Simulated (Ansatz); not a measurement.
# CrCuO2: the cost of one run

Computed with Ansatz 0.2.0 (DFT PBE+U (U_eff = 3.7 eV on Cr 3d, 4 eV on Cu 3d), scalar-relativistic, plane waves, PAW, unless a step's input says otherwise).

These runs use a low cutoff (300 eV) and a coarse mesh on purpose, to show what cheap settings give: their numbers aren't properties of the material.

## (1) The system as given

It takes space group R-3m (No. 166, trigonal). The conventional cell has a = 2.973 Å, b = 2.973 Å, c = 17.100 Å, α = 90.00°, β = 90.00°, γ = 120.00°. Cr (site symmetry -3m) is surrounded by 6 O at 1.99 Å. Around Cu (site symmetry -3m) lie 2 O at 1.85 Å. O (site symmetry 3m) has 1 Cu at 1.85 Å and 3 Cr at 1.99 Å as nearest neighbours.

Coordinates:

```
Cr Cu O
1.0
     1.48670    0.85835    5.70000
    -1.48670    0.85835    5.70000
     0.00000   -1.71669    5.70000
Cr Cu O
1 1 2
Direct
  0.50000 0.50000 0.50000
  0.00000 0.00000 0.00000
  0.10792 0.10792 0.10792
  0.89208 0.89208 0.89208
```

The moments start at Cr 4.00; Cu 1.00 μB.

## (2) A coarse mesh, to find the state of the open shells

Input file input.yaml:

```yaml
crystal:
  lattice:
    - [1.4867, 0.8583466452, 5.7]
    - [-1.4867, 0.8583466452, 5.7]
    - [0.0, -1.7166932904, 5.7]
  atoms:
    - { symbol: Cr, position: [0.5, 0.5, 0.5], spin: 4.0 }
    - { symbol: Cu, position: [0.0, 0.0, 0.0], spin: 1.0 }
    - { symbol: O, position: [0.10792, 0.10792, 0.10792] }
    - { symbol: O, position: [0.89208, 0.89208, 0.89208] }
basis:
  ecutwfc: 300
  ecutrho_ratio: 4
kpoints:
  mp_grid: { grid: [5, 5, 5] }
hamiltonian:
  xc: pbe
  hubbard:
    sites:
      - { species: Cr, l: d, u_eff: 3.7 }
      - { species: Cu, l: d, u_eff: 4.0 }
scf:
  occupations: { method: gaussian, width: 0.05 }
output:
  forces: true
  stress: true
  eigenvalues: true
  populations: true
  hubbard: { sites: [{ species: Cr, l: d }, { species: Cu, l: d }] }
magnetization:
  spin_polarized: true
```

Run with:

```console
ansatz run input.yaml --threads 1 --pin off --max-ram 2560MiB --backend cpu --events-out ev --progress --plain --runs-dir out
```

Q: Estimate wall time and peak memory on 1 thread of Intel Xeon Platinum 8488C (Sapphire Rapids), shared host.

About 4.7 s, with a peak of 0.38 GiB.
